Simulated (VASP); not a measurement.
# CaSe (Fm-3m) in VASP: notebook

The runs below take CaSe through single point, relaxation of cell and atoms, with LDA.

Everything below comes from runs of VASP 6.6.1. Logs are shortened: lines on timing, memory, paths and dates and some standing lists are left out, and cuts for length are marked.

**Experimental background.**

A printed reference work, monograph, original work of 1988 reports, for a bulk crystal of CaSe at 2 K: band gap 3.85 eV (indirect).

The runs below are set against these values where they give the same quantity.

## Step 1: The cell of the first run

The structure is cubic, space group Fm-3m (No. 225). The conventional cell has a = 5.791 Å, b = 5.791 Å, c = 5.791 Å, α = 90.00°, β = 90.00°, γ = 90.00°. Within 3.8 Å of Ca (site symmetry m-3m) lie 6 Se at 2.90 Å. Within 3.8 Å of Se (site symmetry m-3m) lie 6 Ca at 2.90 Å.

## Step 2: Single point, LDA

INCAR

```
SYSTEM = CaSe
PREC = Accurate ; ENCUT = 520
EDIFF = 1E-6 ; ISMEAR = 0
SIGMA = 0.02 ; LREAL = .FALSE.
LASPH = .TRUE. ; NELM = 60
ALGO = Normal ; ISIF = 2
LWAVE = .FALSE. ; LCHARG = .FALSE.
GGA = CA ; NBANDS = 15
```

KPOINTS

```
Automatic mesh
0
G
  8 8 8
  0 0 0
```

POSCAR

```
CaSe
1.0
    0.0000000000      2.8956489101      2.8956489101
    2.8956489101      0.0000000000      2.8956489101
    2.8956489101      2.8956489101      0.0000000000
Ca Se
1 1
Direct
    0.0000000000      0.0000000000      0.0000000000
    0.5000000000      0.5000000000      0.5000000000
```

Potentials or basis: VASP PAW LDA potentials, release 64 (Ca_sv, Se).

Started as:

```bash
$ cat potpaw_LDA.64/Ca_sv/POTCAR potpaw_LDA.64/Se/POTCAR > POTCAR
$ mpirun -np 1 vasp_std > vasp.out
```

OUTCAR:

```text
SYSTEM = CaSe
   PREC = Accurate
   ENCUT = 520
   EDIFF = 1E-6
   ISMEAR = 0
   LREAL = .FALSE.
   LASPH = .TRUE.
   NELM = 60
   ISIF = 2
   GGA = CA

 ion  position               nearest neighbor table
   1  0.000  0.000  0.000-   2 2.90   2 2.90   2 2.90   2 2.90   2 2.90   2 2.90
   2  0.500  0.500  0.500-   1 2.90   1 2.90   1 2.90   1 2.90   1 2.90   1 2.90

  LATTYP: Found a face centered cubic cell.
 ALAT       =     5.7912978202

  Lattice vectors:

 A1 = (   0.0000000000,   2.8956489101,   2.8956489101)
 A2 = (   2.8956489101,   0.0000000000,   2.8956489101)
 A3 = (   2.8956489101,   2.8956489101,   0.0000000000)

Analysis of symmetry for initial positions (statically):
=====================================================================
 Subroutine PRICEL returns:
 Original cell was already a primitive cell.

 Routine SETGRP: Setting up the symmetry group for a
 face centered cubic supercell.

 Subroutine GETGRP returns: Found 48 space group operations
 (whereof 48 operations were pure point group operations)
 out of a pool of 48 trial point group operations.

The static configuration has the point symmetry O_h .

Analysis of symmetry for dynamics (positions and initial velocities):
=====================================================================
 Subroutine PRICEL returns:
 Original cell was already a primitive cell.

 Routine SETGRP: Setting up the symmetry group for a
 face centered cubic supercell.

 Subroutine GETGRP returns: Found 48 space group operations
 (whereof 48 operations were pure point group operations)
 out of a pool of 48 trial point group operations.

The dynamic configuration has the point symmetry O_h .

 Subroutine INISYM returns: Found 48 space group operations
 (whereof 48 operations are pure point group operations),
 and found     1 'primitive' translations

----------------------------------------------------------------------------------------

                                     Primitive cell

  volume of cell :      48.5588

  direct lattice vectors                    reciprocal lattice vectors
     0.000000000  2.895648910  2.895648910    -0.172672867  0.172672867  0.172672867
     2.895648910  0.000000000  2.895648910     0.172672867 -0.172672867  0.172672867
     2.895648910  2.895648910  0.000000000     0.172672867  0.172672867 -0.172672867

  length of vectors
     4.095065961  4.095065961  4.095065961     0.299078179  0.299078179  0.299078179

  position of ions in fractional coordinates (direct lattice)
     0.000000000  0.000000000  0.000000000
     0.500000000  0.500000000  0.500000000

  ion indices of the primitive-cell ions
   primitive index   ion index
                 1           1
                 2           2

----------------------------------------------------------------------------------------

 KPOINTS: Automatic mesh

Automatic generation of k-mesh.
 Grid dimensions read from file:
 generate k-points for:    8    8    8

 Generating k-lattice:

  Cartesian coordinates                     Fractional coordinates (reciprocal lattice)
    -0.021584108  0.021584108  0.021584108     0.125000000  0.000000000  0.000000000
     0.021584108 -0.021584108  0.021584108     0.000000000  0.125000000  0.000000000
     0.021584108  0.021584108 -0.021584108     0.000000000  0.000000000  0.125000000

  Length of vectors
     0.037384772  0.037384772  0.037384772

  Shift w.r.t. Gamma in fractional coordinates (k-lattice)
     0.000000000  0.000000000  0.000000000

 Subroutine IBZKPT returns following result:
 ===========================================

 Found     29 irreducible k-points:

 Following reciprocal coordinates:
            Coordinates               Weight
  0.000000  0.000000  0.000000      1.000000
  0.125000  0.000000  0.000000      8.000000
  0.250000  0.000000  0.000000      8.000000
  0.375000  0.000000  0.000000      8.000000
  0.500000  0.000000  0.000000      4.000000
  0.125000  0.125000  0.000000      6.000000
[... 16 lines left out ...]
  0.500000  0.250000  0.125000     48.000000
 -0.375000  0.250000  0.125000     24.000000
 [... further k-points ...]
   k-points           NKPTS =     29   k-points in BZ     NKDIM =     29   number of bands    NBANDS=     15
   number of dos      NEDOS =    301   number of ions     NIONS =      2
   total plane-waves  NPLWV =  27000
   dimension x,y,z NGX =    30 NGY =   30 NGZ =   30
   dimension x,y,z NGXF=    60 NGYF=   60 NGZF=   60
   ions per type =               1   1
   NGX,Y,Z   is equivalent  to a cutoff of  12.18, 12.18, 12.18 a.u.
   NGXF,Y,Z  is equivalent  to a cutoff of  24.36, 24.36, 24.36 a.u.
 SYSTEM =  CaSe
   PREC   = accura    normal or accurate (medium, high low for compatibility)
   ISTART =      0    job   : 0-new  1-cont  2-samecut
   ICHARG =      2    charge: 1-file 2-atom 10-const
   ISPIN  =      1    spin polarized calculation?
   LNONCOLLINEAR =      F non collinear calculations
   LSORBIT =      F    spin-orbit coupling
   LASPH  =      T    aspherical Exc in radial PAW
   ENCUT  =  520.0 eV  38.22 Ry    6.18 a.u.   7.61  7.61  7.61*2*pi/ulx,y,z
   NELM   =     60;   NELMIN=  2; NELMDL= -5     # of ELM steps
   EDIFF  = 0.1E-05   stopping-criterion for ELM
   LREAL  =      F    real-space projection
   EDIFFG = 0.1E-04   stopping-criterion for IOM
   NSW    =      0    number of steps for IOM
   IBRION =     -1    ionic relax: 0-MD 1-quasi-New 2-CG
   NFREE  =      0    steps in history (QN), initial steepest desc. (CG)
   ISIF   =      2    stress and relaxation
   ISYM   =      2    0-nonsym 1-usesym 2-fastsym
   POTIM  = 0.5000    time-step for ionic-motion
   TEBEG  =    0.0;   TEEND  =   0.0 temperature during run
   PSTRESS=    0.0 pullay stress
   NELECT =      16.0000    total number of electrons
   NUPDOWN=      -1.0000    fix difference up-down
   EMIN   =  10.00;   EMAX   =-10.00  energy-range for DOS
   EFERMI =   0.00;   METHOD = LEGACY
   ISMEAR =     0;   SIGMA  =   0.02  broadening in eV -4-tet -1-fermi 0-gaus
   EFERMI_NEDOS =   21; number of points for ismear=-14 and -15
   IALGO  =     38    algorithm
   IMIX   =      4    mixing-type and parameters
     AMIX     =   0.40;   BMIX     =  1.00
     AMIX_MAG =   1.60;   BMIX_MAG =  1.00
  volume/ion in A,a.u.               =      24.28       163.85
  Fermi-wavevector in a.u.,A,eV,Ry     =   1.130730  2.136770 17.395734  1.278550
  Thomas-Fermi vector in A             =   2.267427
   LORBIT       =      0    0 simple, 1 ext, 2 COOP (PROOUT), +10 PAW based schemes
   GGA     = CA    functional components
   LHFCALC =     F    Hartree Fock is set to
   AEXX    =    0.0000 exact exchange contribution
   IVDW    =     0    specifies the selected vdW correction
   LEPSILON=     F    determine dielectric tensor
   LRPA    =     F    only Hartree local field effects (RPA)
 non-spin polarized calculation
 Gauss-broadening in eV      SIGMA  =   0.02
  energy-cutoff  :      520.00
  volume of cell :       48.56
 maximum number of plane-waves:      1325
   NGX = 15   NGY = 15   NGZ = 15

 number of electron      15.9999999 magnetization

 Free energy of the ion-electron system (eV)
  ---------------------------------------------------
  ext. energy  EPLUGINS =         0.00000000
  ---------------------------------------------------
  free energy    TOTEN  =       -10.58360969 eV

  energy without entropy =      -10.58360969  energy(sigma->0) =      -10.58360969

 E-fermi :   3.0258     XC(G=0):  -9.7657

 val. band max:        2.8164411791   @ k =   0.0000   0.0000   0.0000
 cond. band min:       4.5122818680   @ k =   0.5000   0.5000   0.0000
 fundamental gap:      1.6958406889
 Fermi energy:         3.0258013926

 k-point     1 :       0.0000    0.0000    0.0000
  band No.  band energies     occupation
      1     -36.2825      2.00000
      2     -17.5856      2.00000
      3     -17.5856      2.00000
      4     -17.5856      2.00000
      5      -9.2524      2.00000
      6       2.8164      2.00000
      7       2.8164      2.00000
      8       2.8164      2.00000
      9       6.2765      0.00000
     10       6.3253      0.00000
     11       6.3253      0.00000
     12       6.3253      0.00000
     13       7.0010      0.00000
     14       7.0010      0.00000
     15      12.4681      0.00000

 k-point     2 :       0.1250    0.0000    0.0000
  band No.  band energies     occupation
      1     -36.2809      2.00000
      2     -17.6107      2.00000
      3     -17.5871      2.00000
      4     -17.5871      2.00000
      5      -9.1412      2.00000
      6       1.9706      2.00000
      7       2.5309      2.00000
      8       2.5309      2.00000
      9       6.3047      0.00000
     10       6.5590      0.00000
     11       6.5590      0.00000
     12       7.2518      0.00000
     13       7.4643      0.00000
     14       7.4643      0.00000
     15      12.7523      0.00000

 k-point     3 :       0.2500    0.0000    0.0000
  band No.  band energies     occupation
      1     -36.2772      2.00000
      2     -17.6701      2.00000
      3     -17.5908      2.00000
      4     -17.5908      2.00000
      5      -8.8583      2.00000
      6       0.6225      2.00000
      7       2.0003      2.00000
      8       2.0003      2.00000
      9       6.4156      0.00000
     10       7.1248      0.00000
     11       7.1248      0.00000
     12       8.5750      0.00000
     13       8.5750      0.00000
     14       8.7507      0.00000
     15      12.4424      0.00000

 k-point     4 :       0.3750    0.0000    0.0000
  band No.  band energies     occupation
      1     -36.2735      2.00000
      2     -17.7277      2.00000
      3     -17.5945      2.00000
      4     -17.5945      2.00000
      5      -8.5494      2.00000
      6      -0.3982      2.00000
      7       1.5903      2.00000
      8       1.5903      2.00000
      9       6.8279      0.00000
     10       7.8695      0.00000
     11       7.8695      0.00000
     12       8.9036      0.00000
     13       9.7873      0.00000
     14       9.7873      0.00000
     15      12.0338      0.00000
[... 307 lines left out ...]
 k-point    22 :       0.3750    0.2500    0.1250
  band No.  band energies     occupation
      1     -36.2744      2.00000
      2     -17.6783      2.00000
      3     -17.6171      2.00000
      4     -17.5977      2.00000
      5      -8.7213      2.00000
      6       0.2774      2.00000
      7       1.7439      2.00000
      8       1.7858      2.00000
      9       6.0345      0.00000
     10       7.5106      0.00000
     11       7.9498      0.00000
     12       7.9957      0.00000
     13       8.7585      0.00000
     14      10.6170      0.00000
     15      11.7276      0.00000

 k-point    23 :       0.5000    0.2500    0.1250
  band No.  band energies     occupation
      1     -36.2714      2.00000
      2     -17.7070      2.00000
      3     -17.6291      2.00000
      4     -17.6044      2.00000
      5      -8.5281      2.00000
      6      -0.1262      2.00000
      7       1.2199      2.00000
      8       1.5204      2.00000
      9       6.5579      0.00000
     10       8.0440      0.00000
     11       8.3258      0.00000
     12       8.5248      0.00000
     13       9.0457      0.00000
     14      10.8163      0.00000
     15      11.1147      0.00000

 k-point    24 :      -0.3750    0.2500    0.1250
  band No.  band energies     occupation
      1     -36.2702      2.00000
      2     -17.7194      2.00000
      3     -17.6316      2.00000
      4     -17.6089      2.00000
      5      -8.4451      2.00000
      6      -0.2794      2.00000
      7       1.0111      2.00000
      8       1.4215      2.00000
      9       7.2134      0.00000
     10       7.4984      0.00000
     11       8.5575      0.00000
     12       8.9283      0.00000
     13       9.2979      0.00000
     14      10.1963      0.00000
     15      11.7626      0.00000

 [... further k-points ...]
[... 5 lines left out ...]
  --------------------------------------------------------------------------------------
  -------------------------------------------------------------------------------------
  Total        0.0863515      0.0863515      0.0863515      0.0000000      0.0000000      0.0000000
  in kB        2.8491337      2.8491337      2.8491337      0.0000000      0.0000000      0.0000000
  external PRESSURE =       2.8491337 kB  Pullay stress =       0.0000000 kB

 VOLUME and BASIS-vectors are now :
 -----------------------------------------------------------------------------
  energy-cutoff  :      520.00
  volume of cell :       48.56
      direct lattice vectors                 reciprocal lattice vectors
     0.000000000  2.895648910  2.895648910    -0.172672867  0.172672867  0.172672867
     2.895648910  0.000000000  2.895648910     0.172672867 -0.172672867  0.172672867
     2.895648910  2.895648910  0.000000000     0.172672867  0.172672867 -0.172672867

 POSITION                                       TOTAL-FORCE (eV/Angst)
 -----------------------------------------------------------------------------------
      0.00000      0.00000      0.00000        -0.000000     -0.000000     -0.000000
      2.89565      2.89565      2.89565         0.000000      0.000000      0.000000
 -----------------------------------------------------------------------------------
    total drift:                               -0.000000      0.000000      0.000000

  FREE ENERGIE OF THE ION-ELECTRON SYSTEM (eV)
  ---------------------------------------------------
  free  energy   TOTEN  =       -10.5836096943 eV

  energy  without entropy=      -10.5836096943  energy(sigma->0) =      -10.58360969
```

Wall time 11 s (1 thread of AMD EPYC 7R13 (Zen 3), shared host); peak memory 0.13 GiB.

Results:

```
Free energy            : -10.5836 eV
Pressure               : 0.3 GPa
Band gap on the k mesh : 1.70 eV, indirect (least direct gap 2.70 eV)
```

## Step 3: Relaxation of cell and atoms, LDA

This run uses another cell than the first one, of 25.83 Å³/atom, 1.064 times its volume.

INCAR

```
SYSTEM = CaSe
ALGO = Normal
EDIFF = 1E-7
EDIFFG = -0.005
ENCUT = 600
GGA = CA
IBRION = 2
ISIF = 3
ISMEAR = 0
LASPH = .True.
LCHARG = .False.
LREAL = .False.
LWAVE = .False.
NELM = 80
NSW = 100
PREC = Accurate
SIGMA = 0.02
```

KPOINTS

```
k-points
0
Gamma
  8 8 8
  0 0 0
```

POSCAR

```
CaSe
1.0
    0.0000000000      2.9560000000      2.9560000000
    2.9560000000      0.0000000000      2.9560000000
    2.9560000000      2.9560000000      0.0000000000
Ca Se
1 1
Direct
    0.0000000000      0.0000000000      0.0000000000
    0.5000000000      0.5000000000      0.5000000000
```

Potentials or basis: VASP PAW LDA potentials, release 64 (Ca_sv, Se).

Started as:

```bash
$ cat potpaw_LDA.64/Ca_sv/POTCAR potpaw_LDA.64/Se/POTCAR > POTCAR
$ mpirun -np 1 vasp_std > vasp.out
```

Wall time 42 s (1 thread of AMD EPYC 7R13 (Zen 3), shared host); peak memory 0.16 GiB.

It converged, with:

- Free energy: -10.5842 eV
- Relaxed volume: 24.40 Å³/atom
- Relaxed cell: a = 4.102 Å, b = 4.102 Å, c = 4.102 Å, α = 60.00°, β = 60.00°, γ = 60.00°
- Space group after relaxing (to 0.05 Å): Fm-3m (No. 225)
- Energy gained by relaxing: 13.4 meV/atom
- Ionic steps: 3
- Pressure after relaxing: 0.0 GPa
- Band gap on the k mesh: 1.71 eV, indirect (least direct gap 2.71 eV)

The path:
| step | energy change (eV) | largest force (eV/Å) | pressure (GPa) | volume (Å³) |
| --- | --- | --- | --- | --- |
| 1 | 0.0000 | 0.0000 | -2.88 | 51.66 |
| 2 | -0.0257 | 0.0000 | 0.67 | 48.26 |
| 3 | -0.0269 | 0.0000 | 0.00 | 48.81 |

Final structure:
```cif
data_structure
_symmetry_space_group_name_H-M 'P 1'
_symmetry_Int_Tables_number 1
_cell_length_a 4.1021
_cell_length_b 4.1021
_cell_length_c 4.1021
_cell_angle_alpha 60.000
_cell_angle_beta 60.000
_cell_angle_gamma 60.000
_cell_volume 48.81
loop_
_atom_site_label
_atom_site_type_symbol
_atom_site_fract_x
_atom_site_fract_y
_atom_site_fract_z
_atom_site_occupancy
Ca1 Ca 0.00000 0.00000 0.00000 1
Se1 Se 0.50000 0.50000 0.50000 1
```

Levels at points of the mesh, in eV from the valence-band top:
```
           k point  band 5  band 6  band 7  band 8  band 9  band 10  band 11  band 12
(0.00, 0.00, 0.00)  -12.05    0.00    0.00    0.00    3.43     3.51     3.51     3.51
(0.50, 0.00, 0.00)  -11.22   -3.57   -1.36   -1.36    4.47     5.48     5.49     5.49
(0.50, 0.50, 0.00)  -11.40   -2.69   -1.00   -1.00    1.71     5.02     5.10     6.08
```

A k mesh can miss the band edges. Zero-point motion and thermal expansion aren't in these numbers.

## Step 4: Against experiment

Step 2. Against the measured gap of CaSe, 3.85 eV (indirect; 2 K; a printed reference work, monograph, original work of 1988), the calculated 1.70 eV is off by -2.15 eV. So large a miss can be the level of theory's own, or it may mean another phase, state or a wrong row. Spin-orbit coupling on Se is left out. The value is that of LDA on a finite k mesh, which can miss the band edges, without temperature or zero-point motion. Semilocal functionals fall short of measured gaps as a rule.
